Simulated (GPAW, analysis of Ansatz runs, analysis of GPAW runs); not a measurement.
## Reproducing a measured charge-transition level: substitutional N in diamond (GPAW)

Aim: the charge-transition level of substitutional N in diamond, to be set beside the measurement. Set-up: PBEsol, plane waves 500 eV, 64-site cell, PBEsol lattice, k: the zone centre alone then 2x2x2 shifted, started with the impurity moved along one bond, dielectric constants 5.7 and 5.7 (handbook). The model is a cell of 64 host atoms with 1 C taken out and 1 N put in. The level is the Fermi energy at which two charge states have equal formation energy, after a correction for the images of the charge. A local or semilocal functional is the cheapest first rung.

What was measured. (+1/0) level below the conduction-band bottom: 1.7 eV (quoted in “Hunting the elusive shallow n-type donor – An ab initio study of Li and N co-doped diamond”, 2021, S. Conejeros et al., quoting earlier work (1969)).

Method: GPAW plane-wave PAW DFT, PBEsol; relaxation of all atoms of a defect supercell, in GPAW 26.7.0.

### 1. The structure

The cell holds 64 atoms: 63 C and 1 N. Cell: a = 7.108 Å, b = 7.108 Å, c = 7.108 Å, α = 90.0°, β = 90.0°, γ = 90.0°. It derives from C (space group Fd-3m). Nearest the centre at fractional (0.375, 0.375, 0.375): N8 at 0.30 Å, C42 at 1.53 Å, C49 at 1.53 Å, C27 at 1.55 Å, C4 at 1.56 Å, C53 at 2.49 Å, C37 at 2.50 Å, C6 at 2.50 Å. The cell carries charge +1.

The host's primitive cell comes from a first run (GPAW plane-wave PAW DFT, PBEsol; relaxation of cell and atoms of a defect-free cell): vectors of 2.513, 2.513 and 2.513 Å. That is 5.61 Å³ an atom, 1.0 % under the diffraction cell's volume. The supercell is built on it.

### 2. Relaxation, charge +1

Every later number rests on the structure around the defect, so the atoms are relaxed at the host's lattice first.

run.py reads:

```python
import numpy as np
from ase.io import read, write
from ase.parallel import parprint, world
from gpaw import GPAW, PW
from gpaw import setup_paths
from ase.optimize import BFGS

setup_paths.insert(0, '.')
atoms = read('POSCAR')
calc = GPAW(mode=PW(500),
            xc='PBEsol',
            kpts={'size': (1, 1, 1), 'gamma': True},
            charge=1,
            occupations={'name': 'fermi-dirac', 'width': 0.01},
            nbands=136,
            convergence={'density': 1e-05, 'forces': 0.001},
            maxiter=150,
            symmetry='off',
            txt='gpaw.txt')
atoms.calc = calc
opt = BFGS(atoms, trajectory='relax.traj', logfile='-')
done = opt.run(fmax=0.02, steps=80)
parprint('Converged:', done)
energy = atoms.get_potential_energy()
forces = atoms.get_forces()
parprint(f'Energy: {energy:.6f} eV, largest force {np.linalg.norm(forces, axis=1).max():.4f} eV/A')
calc.write('gs.gpw')
write('final.xyz', atoms)
for s in range(calc.get_number_of_spins()):
    parprint('Levels (eV), spin', s, calc.get_eigenvalues(kpt=0, spin=s)[-16:].round(3))
```

POSCAR reads:

```
C  N  C 
 1.0000000000000000
     7.1084376133738179   -0.0000000000000009    0.0000000000000000
     0.0000000000000018    7.1084376133738214    0.0000000000000000
    -0.0000000000000018   -0.0000000000000027    7.1084376133738205
 C   N   C  
   7   1  56
Direct
 -0.0023065853552147 -0.0014427538845738  0.2492828969044675
 -0.0018866470319100  0.2517806329892632 -0.0010890443880334
  0.2527390381619469  0.0005100035846354 -0.0003920089588633
  0.2495600008883126  0.2477611495588915  0.2483537737175451
  0.1242072207358376  0.1276840297706389  0.3747108721805003
  0.1260113660611054  0.3767486459819605  0.1269584406956207
  0.3752973226452739  0.1274541660755716  0.1236565799192623
  0.3974731215674777  0.4012740773580358  0.3985333409093832
 -0.0005880074351812  0.0027322392243387  0.7503243781363121
  0.0006157425631429  0.2513469226425298  0.5023922298833319
  0.2517868072064315  0.0017001347109038  0.5013538703181818
  0.2484320183914535  0.2509920417643515  0.7521150396652528
  0.1258989554553627  0.1242650859243253  0.8775627898149149
  0.1225874251392416  0.3761088535775171  0.6259306090381856
  0.3772399985131316  0.1252076239099197  0.6266897964955402
  0.3759967562719528  0.3741265283871006  0.8774818612672547
  0.0025394522484194  0.5004367232614508  0.2488701501186224
  0.0024649142392634  0.7508413435734665  0.0010641626255371
  0.2516553389357010  0.4978490052393601 -0.0007410689113851
  0.2500188176455964  0.7527970122242371  0.2496959053251444
  0.1249407891522126  0.6271673539878450  0.3767930933212666
  0.1249222130486166  0.8756294922980535  0.1277411312765890
  0.3733114438322033  0.6235264167332780  0.1232989911746220
  0.3731854965253506  0.8728633690890102  0.3747581590804034
 -0.0013861542474187  0.5024296172350787  0.7496972736930112
  0.0005059528139479  0.7507639644251358  0.4973398348105100
  0.2510604246293622  0.5024754868323696  0.5008145967567239
  0.2509114491112144  0.7526191628727945  0.7495252886043742
  0.1266552139480722  0.6262107840219697  0.8769262354424561
  0.1248995964915076  0.8764947746149103  0.6226184723344058
  0.3770222740456846  0.6241289938897662  0.6232484684934051
  0.3746873591781311  0.8767256208923283  0.8727998648748651
  0.4976643008880369 -0.0009626540834478  0.2487614853807033
  0.4990952129736051  0.2491606829003468  0.0025284410069554
  0.7486734997572499 -0.0014929980043835 -0.0019817835406120
  0.7494879700950571  0.2521145673922726  0.2482160331530449
  0.6232334027751687  0.1267065010645142  0.3763722600419492
  0.6275480817324854  0.3738122269394350  0.1251121789941436
  0.8769915939716374  0.1245426421221224  0.1269340345158084
  0.8727116724181840  0.3741073926400483  0.3736278083173810
  0.4988979008846322 -0.0017609864252512  0.7518974753433756
  0.5009829371458115  0.2515576649723993  0.4978731193187348
  0.7501895270548709 -0.0027376461648221  0.5006208721326095
  0.7525509592322451  0.2488860824720648  0.7495902425224615
  0.6223465137773507  0.1242922823634767  0.8756117599017837
  0.6247345077771784  0.3777980801859324  0.6248720470961127
  0.8736123351999656  0.1233381683945082  0.6267968883608402
  0.8730329901896347  0.3736599714078247  0.8765004334922559
  0.4977626359049834  0.4987339053073732  0.2488566199550029
  0.5009560408707143  0.7509409907774844  0.0024731812548891
  0.7520630648218873  0.5008499610244493 -0.0017138950055266
  0.7492957894315364  0.7499422655932583  0.2527233912294768
  0.6224683066231627  0.6237725723803240  0.3750072278944775
  0.6235813612860409  0.8750718187794496  0.1225713360900666
  0.8759438639377706  0.6258456553261861  0.1224880098839006
  0.8725028840493499  0.8737247068175530  0.3747673177466497
  0.5001685687367470  0.5003075443517462  0.7472083856549880
  0.5021992960334011  0.7482463945063870  0.4999361894100933
  0.7489360959856192  0.5024657114606361  0.4991606656611716
  0.7495560135313424  0.7478370268804901  0.7517437119981139
  0.6251594666635534  0.6222307543853995  0.8745288819589182
  0.6226257981625317  0.8741326082882711  0.6262356787043797
  0.8777343426182438  0.6252591998579076  0.6243898388386591
  0.8727856874997495  0.8745472783290639  0.8733243017665560
```

Started as:

```console
$ gpaw-setup -f PBEsol C N
$ OMP_NUM_THREADS=1 mpirun -n 4 gpaw python run.py > stdout
```

Output:

```text
__  _  _
 | _ |_)|_||  |
 |__||  | ||/\| - 26.7.0

Input parameters:
  mode=PW(ecut=500.0),
  charge=1,
  convergence={'density': 1e-05, 'forces': 0.001},
  kpts=MonkhorstPack(size=(1, 1, 1), gamma=True),
  maxiter=150,
  nbands=136,
  occupations=Occupations(name='fermi-dirac', width=0.01),
  symmetry=Symmetry(point_group=False, time_reversal=False),
  xc=XC(name='PBEsol')

Diagonalizing LCAO Hamiltonian
Converting LCAO to pw mode

                 C        C
            C  C     C C
         C   C C  C   C C
          C C   C C  C   C
       C  CC    CC C      C
            C C     C CC
        C    C CNC     CC
         CCC      C C C
          C C   C  C C   C
       C   C  C C   C C
        C     C  C     C
           C        C

Atoms  # Å, Bohr magnetons
|    | symbol |         x |         y |         z |    initial magnetic moments |
|----|--------|-----------|-----------|-----------|-----------------------------|
|  0 |      C | -0.016396 | -0.010256 |  1.772012 | ( 0.0000,  0.0000,  0.0000) |
|  1 |      C | -0.013411 |  1.789767 | -0.007741 | ( 0.0000,  0.0000,  0.0000) |
|  2 |      C |  1.796580 |  0.003625 | -0.002787 | ( 0.0000,  0.0000,  0.0000) |
|  3 |      C |  1.773982 |  1.761195 |  1.765407 | ( 0.0000,  0.0000,  0.0000) |
|  4 |      C |  0.882919 |  0.907634 |  2.663609 | ( 0.0000,  0.0000,  0.0000) |
|  5 |      C |  0.895744 |  2.678094 |  0.902476 | ( 0.0000,  0.0000,  0.0000) |
|  6 |      C |  2.667778 |  0.906000 |  0.879005 | ( 0.0000,  0.0000,  0.0000) |
|  7 |      N |  2.825413 |  2.852432 |  2.832949 | ( 0.0000,  0.0000,  0.0000) |
|  8 |      C | -0.004180 |  0.019422 |  5.333634 | ( 0.0000,  0.0000,  0.0000) |
|  9 |      C |  0.004377 |  1.786684 |  3.571224 | ( 0.0000,  0.0000,  0.0000) |
| 10 |      C |  1.789811 |  0.012085 |  3.563843 | ( 0.0000,  0.0000,  0.0000) |
| 11 |      C |  1.765964 |  1.784161 |  5.346363 | ( 0.0000,  0.0000,  0.0000) |
| 12 |      C |  0.894945 |  0.883331 |  6.238100 | ( 0.0000,  0.0000,  0.0000) |
| 13 |      C |  0.871405 |  2.673546 |  4.449389 | ( 0.0000,  0.0000,  0.0000) |
| 14 |      C |  2.681587 |  0.890031 |  4.454785 | ( 0.0000,  0.0000,  0.0000) |
| 15 |      C |  2.672749 |  2.659455 |  6.237525 | ( 0.0000,  0.0000,  0.0000) |
| 16 |      C |  0.018052 |  3.557323 |  1.769078 | ( 0.0000,  0.0000,  0.0000) |
[...]
Unit cell  # Å
| periodic |         x |         y |        z |  lengths |    angles |
|----------|-----------|-----------|----------|----------|-----------|
|      yes |  7.108438 | -0.000000 | 0.000000 | 7.108438 | 90.000000 |
|      yes |  0.000000 |  7.108438 | 0.000000 | 7.108438 | 90.000000 |
|      yes | -0.000000 | -0.000000 | 7.108438 | 7.108438 | 90.000000 |

Number of symmetries: 1
Symmetry operations  # r_c * U_cc + t_c -> r_c
|   | kind |            matrix            |
|---|------|------------------------------|
| 0 |  E   |  1, 0, 0,  0, 1, 0,  0, 0, 1 |

BZ-sampling:
  Number of BZ points: 1
  Number of IBZ points: 1

  Monkhorst-Pack size: [1, 1, 1]
  Monkhorst-Pack shift: [0, 0, 0]

K-points  # in reciprocal-cell coordinates
|   |                                coordinates |     weight |
|---|--------------------------------------------|------------|
| 0 | (  0.00000000,   0.00000000,   0.00000000) | 1.00000000 |

Plane wave coefficients: 4523
Cutoff: 500.0 eV

Spin-components: 1 (collinear spins)
Bands:           136
Projectors:      320
Spin-degeneracy: 2
Datatype:        float64

Density:
  Valence electrons: 257.0
  Components: 1
  Grid points: [40 40 40]
  Charge: 1.0  # |e|

Potential:
  Grid points: [40 40 40]

species:
  C:
    name:    Carbon
    Z:       6.0
    valence: 4
    core:    2
    charge:  0.0  # [|e|]
    compensation charges:
      type: gauss
      rc: 0.20  # [Å]
      lmax: 2
    cutoffs:
      filter: 1.14  # [Å]
      core: 1.14  # [Å]
    projectors
    | kind |    occ | energy [eV] | rcut [Å] |
    |------|--------|-------------|----------|
    |   2s |  2.000 |     -13.648 |    0.635 |
    |   2p |  2.000 |      -5.232 |    0.635 |
    |    s |        |      13.563 |    0.635 |
    |    p |        |      21.979 |    0.635 |
    |    d |        |       0.000 |    0.635 |

    Using partial waves for C as LCAO basis

  N:
    name:    Nitrogen
    Z:       7.0
    valence: 5
    core:    2
    charge:  0.0  # [|e|]
    compensation charges:
      type: gauss
      rc: 0.18  # [Å]
      lmax: 2
    cutoffs:
      filter: 1.11  # [Å]
      core: 0.96  # [Å]
    projectors
    | kind |    occ | energy [eV] | rcut [Å] |
    |------|--------|-------------|----------|
    |   2s |  2.000 |     -18.455 |    0.603 |
    |   2p |  3.000 |      -7.035 |    0.529 |
    |    s |        |       8.756 |    0.603 |
    |    p |        |      20.177 |    0.529 |
    |    d |        |       0.000 |    0.577 |

    Using partial waves for N as LCAO basis

Reference energy: -65922.573901  # eV

eigensolver:
  PPCG
  Converge bands: occupied
  niter=2

density mixing:
  MSR1-Mixer
  Pratt-step length: 0.05
  Maximum mixing coefficient: 0.75
  Old densities: 10
  SVD Regularization: 0.005
  Good broyden scale: 1.0
  Trust region scale: 1.0
  Backstep threshold: 4.0
  History deletion threshold: 6.0
  Fourier metric: weight=20.0, sigma=0.015

occupation numbers:
  Fermi-Dirac:
    width: 0.0100  # eV

poisson solver:
  ecut: 4000.0  # eV
  uniform background charge: 1.0  # electrons

xc functional:
  name: PBEsol with 2 nearest neighbor stencil

Initialization done in: 7.390 s

convergence criteria:
- Maximum integral of absolute [dens]ity change: 1e-05 electrons / valence electron
- Maximum change in the atomic [forces] across last 2 cycles: 0.001 eV/Ang OR
Maximum error relative to the maximum force is below inf
- Maximum [total energy] change in last 3 cyles: 0.0005 eV / valence electron
- Maximum integral of absolute [eigenst]ate change: 4e-08 eV^2 / valence electron
maximum number of iterations: 150

SCF iterations
|iter     | |      energy | eigst |  dens |force |
|---------|-|-------------|-------|-------|------|
|iter:   1| | -637.739400 | +0.11 |       |      |
|iter:   2| | -634.955157 | -2.06 | -0.79 |      |
|iter:   3| | -617.791981 | -1.19 | -0.82 |      |
|iter:   4| | -617.550493 | -1.85 | -1.50 |      |
|iter:   5| | -617.424404 | -2.44 | -2.16 |      |
|iter:   6| | -617.425300c| -3.78 | -2.42 |      |
|iter:   7| | -617.425672c| -4.57 | -2.93 |      |
|iter:   8| | -617.425618c| -5.15 | -3.45 |      |
|iter:   9| | -617.425616c| -6.26 | -3.95 |      |
|iter:  10| | -617.425617c| -7.41c| -4.44 |      |
[...]
Fermi level: 13.209
Eigenvalues  # (at kpt = [0.000, 0.000, 0.000])
| band index |      eig [eV] | occ [0-2] |
|------------|---------------|-----------|
[...]
|        ... |               |           |
[...]
Gap: 3.399 eV
Transition (v -> c):
  (s=0, k=0, n=127, [0.00, 0.00, 0.00]) -> (s=0, k=0, n=128, [0.00, 0.00, 0.00])
No difference between direct/indirect transitions

Forces  # eV/Ang
|        x |        y |        z |
|----------|----------|----------|
[...]
C        C
            C  C     C C
         C   C C  C   C C
          C C   C C  C   C
       C  CC    CC CC     C
            CCC      CCC
        C    C N C    CCC
         CCC      C C
          C C   C  C C   C
       C   C  C C  C  C
        C     C  C     C
           C        C

Atoms  # Å, Bohr magnetons
|    | symbol |         x |        y |        z |    initial magnetic moments |
|----|--------|-----------|----------|----------|-----------------------------|
[...]
|  7 |      N |  2.667619 | 2.670488 | 2.668922 | ( 0.0000,  0.0000,  0.0000) |
[...]
Unit cell  # Å
| periodic |         x |         y |        z |  lengths |    angles |
|----------|-----------|-----------|----------|----------|-----------|
|      yes |  7.108438 | -0.000000 | 0.000000 | 7.108438 | 90.000000 |
|      yes |  0.000000 |  7.108438 | 0.000000 | 7.108438 | 90.000000 |
|      yes | -0.000000 | -0.000000 | 7.108438 | 7.108438 | 90.000000 |

Initialization done in: 0.797 s

convergence criteria:
- Maximum integral of absolute [dens]ity change: 1e-05 electrons / valence electron
- Maximum change in the atomic [forces] across last 2 cycles: 0.001 eV/Ang OR
Maximum error relative to the maximum force is below inf
- Maximum [total energy] change in last 3 cyles: 0.0005 eV / valence electron
- Maximum integral of absolute [eigenst]ate change: 4e-08 eV^2 / valence electron
maximum number of iterations: 150

SCF iterations
|iter     | |      energy | eigst |  dens |force |
|---------|-|-------------|-------|-------|------|
|iter:   1| | -619.564620c| -4.58 |       |      |
|iter:   2| | -619.564569c| -6.34 | -3.52 |      |
|iter:   3| | -619.564386c| -5.55 | -3.57 |      |
|iter:   4| | -619.564371c| -6.64 | -3.92 |      |
|iter:   5| | -619.564369c| -7.21 | -4.27 |      |
|iter:   6| | -619.564369c| -7.51c| -4.67 |      |
|iter:   7| | -619.564369c| -7.93c| -5.06c|-1.32 |
|iter:   8| | -619.564369c| -8.55c| -5.66c|-3.61c|

Converged in 8 steps
SCF loop duration: 9.083 s (1.135 s/step)
Energy contributions relative to reference atoms: (reference = -65922.573901)

Energy contributions:
  Kinetic:         530.275232
  Coulomb:        -510.196984
  Zero:              0.644741
  External:          0.000000
  Xc:             -640.287357
  Entropy:          -0.000000
  Spinorbit:         0.000000
  ----------------------------
  Free energy:    -619.564369
  Extrapolated:   -619.564369

dipole moment: (-80.537221, -108.033306, -108.388737)  # |e|*Ang

Fermi level: 13.209
Eigenvalues  # (at kpt = [0.000, 0.000, 0.000])
| band index |      eig [eV] | occ [0-2] |
|------------|---------------|-----------|
[...]
|        ... |               |           |
[...]
Gap: 3.398 eV
Transition (v -> c):
  (s=0, k=0, n=127, [0.00, 0.00, 0.00]) -> (s=0, k=0, n=128, [0.00, 0.00, 0.00])
No difference between direct/indirect transitions

Forces  # eV/Ang
|        x |        y |        z |
|----------|----------|----------|
[...]
C        C
            C  C     C C
         C   C C  C   C C
          C C   C C  C   C
       C  CC    CC CC     C
            CCC      CCC
        C    C N C    CCC
         CCC      C C
          C C   C  C C   C
       C   C  C C  C  C
        C     C  C     C
           C        C

Atoms  # Å, Bohr magnetons
|    | symbol |         x |        y |        z |    initial magnetic moments |
|----|--------|-----------|----------|----------|-----------------------------|
[...]
|  7 |      N |  2.667472 | 2.670044 | 2.668565 | ( 0.0000,  0.0000,  0.0000) |
[...]
| 56 |      C |  3.556132 | 3.558389 | 5.336179 | ( 0.0000,  0.0000,  0.0000) |
| 57 |      C |  3.556023 | 5.337770 | 3.556930 | ( 0.0000,  0.0000,  0.0000) |
| 58 |      C |  5.335256 | 3.558385 | 3.557006 | ( 0.0000,  0.0000,  0.0000) |
| 59 |      C |  5.333497 | 5.335834 | 5.334255 | ( 0.0000,  0.0000,  0.0000) |
| 60 |      C |  4.445311 | 4.447535 | 6.223032 | ( 0.0000,  0.0000,  0.0000) |
| 61 |      C |  4.445242 | 6.224596 | 4.446217 | ( 0.0000,  0.0000,  0.0000) |
| 62 |      C |  6.222127 | 4.447664 | 4.446129 | ( 0.0000,  0.0000,  0.0000) |
| 63 |      C |  6.221175 | 6.223505 | 6.222008 | ( 0.0000,  0.0000,  0.0000) |

Unit cell  # Å
| periodic |         x |         y |        z |  lengths |    angles |
|----------|-----------|-----------|----------|----------|-----------|
|      yes |  7.108438 | -0.000000 | 0.000000 | 7.108438 | 90.000000 |
|      yes |  0.000000 |  7.108438 | 0.000000 | 7.108438 | 90.000000 |
|      yes | -0.000000 | -0.000000 | 7.108438 | 7.108438 | 90.000000 |

Initialization done in: 0.817 s

convergence criteria:
- Maximum integral of absolute [dens]ity change: 1e-05 electrons / valence electron
- Maximum change in the atomic [forces] across last 2 cycles: 0.001 eV/Ang OR
Maximum error relative to the maximum force is below inf
- Maximum [total energy] change in last 3 cyles: 0.0005 eV / valence electron
- Maximum integral of absolute [eigenst]ate change: 4e-08 eV^2 / valence electron
maximum number of iterations: 150

SCF iterations
|iter     | |      energy | eigst |  dens |force |
|---------|-|-------------|-------|-------|------|
|iter:   1| | -619.564783c| -5.07 |       |      |
|iter:   2| | -619.564754c| -6.83 | -3.75 |      |
|iter:   3| | -619.564672c| -5.81 | -3.80 |      |
|iter:   4| | -619.564668c| -7.12 | -4.18 |      |
|iter:   5| | -619.564667c| -7.76c| -4.46 |      |
|iter:   6| | -619.564667c| -8.00c| -4.88 |      |
|iter:   7| | -619.564667c| -8.41c| -5.31c|-1.58 |
|iter:   8| | -619.564667c| -9.04c| -5.91c|-3.70c|

Converged in 8 steps
SCF loop duration: 9.526 s (1.191 s/step)
Energy contributions relative to reference atoms: (reference = -65922.573901)

Energy contributions:
  Kinetic:         530.290737
  Coulomb:        -510.211819
  Zero:              0.644775
  External:          0.000000
  Xc:             -640.288359
  Entropy:          -0.000000
  Spinorbit:         0.000000
  ----------------------------
  Free energy:    -619.564667
  Extrapolated:   -619.564667

dipole moment: (-52.436013, -108.049725, -108.399823)  # |e|*Ang

Fermi level: 13.209
Eigenvalues  # (at kpt = [0.000, 0.000, 0.000])
| band index |      eig [eV] | occ [0-2] |
|------------|---------------|-----------|
[...]
|        ... |               |           |
[...]
|        128 |        15.613 |     0.000 |
|        129 |        16.367 |     0.000 |
|        130 |        16.368 |     0.000 |
|        131 |        16.368 |     0.000 |
|        132 |        16.642 |     0.000 |
|        133 |        16.642 |     0.000 |
|        134 |        16.782 |     0.000 |
|        135 |        16.911 |     0.000 |

Gap: 3.395 eV
Transition (v -> c):
  (s=0, k=0, n=127, [0.00, 0.00, 0.00]) -> (s=0, k=0, n=128, [0.00, 0.00, 0.00])
No difference between direct/indirect transitions

Forces  # eV/Ang
|        x |        y |        z |
|----------|----------|----------|
[...]
| -0.00006 |  0.00332 |  0.00027 |  # C   56
|  0.00247 | -0.00015 |  0.00421 |  # C   57
|  0.00014 |  0.00260 |  0.00088 |  # C   58
|  0.00208 |  0.00330 |  0.00880 |  # C   59
| -0.00464 | -0.00325 | -0.00261 |  # C   60
| -0.00582 | -0.00407 | -0.00393 |  # C   61
| -0.00375 | -0.00558 | -0.00176 |  # C   62
|  0.00871 |  0.01086 |  0.01348 |  # C   63

# Writing to gs.gpw (mode='')
```

Elapsed: 2.5 min, on 4 MPI ranks of AMD EPYC 7B13 (Zen 3), shared host; peak memory 1.4 GiB.

[end of part 1 of 4]

[Logs are printed without paths, hosts, clocks, repeated set-up lines and the standing remarks that a program may print on its own settings, such as how far it seeks lower states.]

[Hosts, paths, dates, database ids (printed as entryN), source tags and the programs' standing remarks are cut or masked in the printed files.]

[For some hosts the program warned that the k-mesh of the response run may be too coarse for force constants and the static dielectric constant; such warnings are not shown here.]
